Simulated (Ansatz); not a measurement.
**LiH5: balancing the decomposition**

All numbers below come from Ansatz, DFT PBE, scalar-relativistic, plane waves, PAW. All cells share a 420 eV cutoff and Γ-centred k meshes spaced at most about 0.3 Å⁻¹ (about 0.25 or finer for metals, 2π included). No spin polarisation.

Energies over the elements count from the elements' standard structures at the same level (H₂ as a molecule), with no fitted energy shifts.

All energies are static (0 K, no zero-point motion). No dispersion correction is applied, so the spacing and binding between layers, chains or molecules are poorly described (LiH5 Cmmm). With hydrogen, zero-point motion can shift formation energies by some tens of meV/atom.

A trial structure of LiH5 (reached from: random cell; relaxed: space group Cmmm (No. 65), a = 2.170 Å, b = 9.309 Å, c = 3.613 Å) has a formation energy of 0.449 eV/atom. At its composition the lowest mixture among the elements and 1 reference phase computed alike (others may be missing) consists of these:

```
      phase         source  ΔE_f (eV/atom)
   H2 (gas)        element           0.000
LiH (Fm-3m)  textbook type          -0.417
```

**Question.** Write the balanced decomposition and find its energy per atom, per formula unit and per mole of formula units.

**Answer.** Balancing Li and H gives LiH5 → 2 H2 + LiH. The left side holds 6 atoms, and the products take 4/6 (H2) and 2/6 (LiH) of them. The mixture therefore lies at 4/6 × (0.000) + 2/6 × (-0.417) = -0.139 eV/atom. The reaction energy is -0.139 − (0.449) = -0.588 eV/atom. Times 6 atoms that is -3.528 eV per LiH5, and times 96.485 it is -340 kJ per mole of LiH5. Decomposition is downhill, so the trial structure is unstable against this mixture. Entropy of the gas would favour the products further at finite temperature.
